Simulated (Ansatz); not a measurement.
# CuAs3: the cost of one run

Computed with Ansatz 0.2.0 (DFT PBE, scalar-relativistic, plane waves, PAW, unless a step's input says otherwise).

## 1. The structure to begin with

It takes space group Pm-3m (No. 221, cubic). Conventional cell: a = 4.562 Å, b = 4.562 Å, c = 4.562 Å, α = 90.00°, β = 90.00°, γ = 90.00°. Cu (site symmetry m-3m) is surrounded by 6 As at 2.28 Å. Around As (site symmetry 4/mmm) lie 2 Cu at 2.28 Å.

Structure file:

```xyz
4
Lattice="4.5623 0.0000 0.0000 0.0000 4.5623 0.0000 0.0000 0.0000 4.5623" Properties=species:S:1:pos:R:3 pbc="T T T"
Cu    0.0000    0.0000    0.0000
As    2.2812    0.0000    0.0000
As    0.0000    2.2812    0.0000
As    0.0000    0.0000    2.2812
```

This is candidate A: ReO3 type (Pm-3m, No. 221).

(A quick probe on a coarse mesh, which set the mesh and smearing, is not shown.)

## 3. Coarse relaxation (candidate A)

input.yaml reads:

```yaml
crystal:
  lattice:
    - [4.5623445519, 0.0, 0.0]
    - [0.0, 4.5623445519, 0.0]
    - [0.0, 0.0, 4.5623445519]
  atoms:
    - { symbol: Cu, position: [0.0, 0.0, 0.0] }
    - { symbol: As, position: [0.5, 0.0, 0.0] }
    - { symbol: As, position: [0.0, 0.5, 0.0] }
    - { symbol: As, position: [0.0, 0.0, 0.5] }
basis:
  ecutwfc: 420
kpoints:
  mp_grid: { grid: [4, 4, 4] }
hamiltonian:
  xc: pbe
scf:
  occupations: { method: gaussian, width: 0.1 }
  lower_state_search: "off"
output:
  forces: true
  stress: true
  eigenvalues: true
relax:
  adjacent_minimum: "off"
  f_tol: 0.04
  max_steps: 70
  cell: { stress_tol: 0.4 }
```

Started as:

```bash
$ ansatz run input.yaml --threads 1 --pin off --max-ram 2560MiB --backend cpu --events-out ev --progress --plain --runs-dir out
```

Q: Estimate wall time and peak memory on 1 thread of Arm Neoverse V2, shared host.

About 10 s, with a peak of 0.37 GiB.
